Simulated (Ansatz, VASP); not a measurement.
## PtS2 (rvv) in VASP and in Ansatz

```xyz
3
Lattice="3.5432 0.0000 0.0000 -1.7716 3.0685 0.0000 0.0000 0.0000 5.0388" Properties=species:S:1:pos:R:3 pbc="T T T"
Pt    0.0000    0.0000    0.0000
S     0.0000    2.0457    1.1438
S     1.7716    1.0228    3.8950
```

Alike in both runs: task single point; functional r2SCAN; dispersion rVV10; k mesh 6 × 6 × 4; occupations gaussian, width 0.1 eV; no spin polarisation.

|  | VASP | Ansatz |
| --- | --- | --- |
| version | VASP 6.6.1 | Ansatz 0.2.0 |
| potentials or method | VASP PAW PBE potentials, release 64 (Pt, S) | scalar-relativistic, plane waves, PAW |
| plane-wave cutoff (eV) | 520 | 500 |
| valence electrons in the cell | 22 | 30 |

```csv
,VASP,Ansatz,Ansatz less VASP
gap on the k mesh at the Fermi level (eV),1.12,1.12,+0.001
least direct gap on the mesh (eV),1.65,1.64,-0.008
pressure (GPa),8.2,8.0,-0.22
largest component of the traceless stress (GPa),0.01,0.13,+0.122
rms of the force components (eV/Å),0.602,0.595,-0.0062
```

Atom by atom the forces differ by 0.006 eV/Å (rms over components). The two sets of potentials don't hold the same shells in valence.

Caveats: the PAW data sets were made with another functional, which shifts forces and pressure a little (VASP); spin-orbit coupling is left out, which moves the levels of the heavy elements. A k mesh can miss the band edges. r2SCAN opens gaps a little over a GGA but as a rule still falls short of measured ones.
